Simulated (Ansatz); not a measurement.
Start from GeO2 in the rutile structure (space group P4_2/mnm, No. 136; a = 4.488 Å, c = 2.905 Å).

Level of theory: Ansatz (an electronic-structure program) PBE, no spin-orbit coupling.

Base values:

```
Item                                Value
----------------------------  -----------
Gap between the host's bands      1.23 eV
Gap character                 direct at Γ
```

It is then changed as follows: 1.17 electrons added to each cell, a density of 2.0×10^22 cm⁻³, with a uniform compensating background at fixed cell and a 300 K Fermi–Dirac width.

Q: Estimate the effect on the gap between the host's bands, largest internal atomic displacement, gap character and Fermi level from band edge.

A: The gap between the host's bands decreases by 0.24 eV (1.23 eV → 0.99 eV); the largest internal atomic displacement is 0.063 Å; the gap character is still direct at Γ; the Fermi level relative to the doped band's edge (positive inside the band; to 0.05 eV) is +3.45 eV.

Carriers are added with a uniform compensating background; total energy and stress of such cells depend on the potential's zero and are not compared; many-body gap narrowing is missing at this level. Whether these cells are dynamically stable was not tested.
